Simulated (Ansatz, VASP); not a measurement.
## One calculation of Cd, two programs

```
Cd
1.0
     2.82993    0.00000    0.00000
    -1.41496    2.45079    0.00000
     0.00000    0.00000    5.47721
Cd
2
Cartesian
  0.0000 1.6339 1.3693
  1.4150 0.8169 4.1079
```

Change from the starting cell: strain -0.050 along x and y, -0.025 along z, atoms carried along.

Alike in both runs: task single point; functional PBE; k mesh 18 × 18 × 8; occupations gaussian, width 0.15 eV; no spin polarisation.

|  | VASP | Ansatz |
| --- | --- | --- |
| version | VASP 6.6.1 | Ansatz 0.2.0 |
| potentials or method | VASP PAW PBE potentials, release 64 (Cd) | scalar-relativistic, plane waves, PAW |
| plane-wave cutoff (eV) | 520 | 420 |
| valence electrons in the cell | 24 | 40 |

```tsv
	VASP	Ansatz	Ansatz less VASP
gap on the k mesh at the Fermi level (eV)	none	none	-
pressure (GPa)	15.7	15.0	-0.68
largest component of the traceless stress (GPa)	5.31	5.01	-0.305
```

A gap of «none» marks a metal or a gap that the smearing closes. With one functional, cell and mesh, what is left measures potentials, basis and numerics. The two sets of potentials don't hold the same shells in valence.

Caveats: so large a pressure means that the cell lies far from this level's equilibrium, or that cutoff or potentials fall short (VASP).
